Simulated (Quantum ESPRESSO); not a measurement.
## Ge under changes of volume

One of the cells (22.639 Å³/atom); the others are scaled copies at fixed shape and fractional positions:

```
Ge
1.0
     0.00000    2.82891    2.82891
     2.82891    0.00000    2.82891
     2.82891    2.82891    0.00000
Ge
2
Direct
  0.75000 0.75000 0.75000
  0.50000 0.50000 0.50000
```

```yaml
Program: Quantum ESPRESSO 7.5
Functional: PBEsol
Potentials_or_basis: PseudoDojo 0.4.1 SR PBEsol standard
Cutoff: 1061 eV
Density_cutoff: 4245 eV
k_mesh: 8 × 8 × 8
Occupations: fermi-dirac, width 0.05 eV
Spin: no spin polarisation
```

```csv
volume (Å³/atom),energy over the lowest point (meV/atom),pressure (GPa)
21.281,?,?
21.733,11.92,3.7
22.186,3.77,2.1
22.639,0.00,0.6
23.092,0.02,-0.7
23.545,3.59,-1.9
23.997,10.33,-2.9
```

Task: What does the run at 21.281 Å³/atom give?

Result: Energy over the lowest point 25.12 meV/atom; pressure 5.6 GPa.

Worked out: A Birch-Murnaghan fit of order 3 (a polynomial in V^(-2/3)) to the other rows has its minimum at 22.86 Å³/atom with B0 = V·E''(V) = 66 GPa and B' = 4.1. It gives 24.75 meV/atom at 21.281 Å³/atom, against the run's 25.12, and -dE/dV = 5.4 GPa, against 5.6.

Energies are extrapolated to zero smearing.
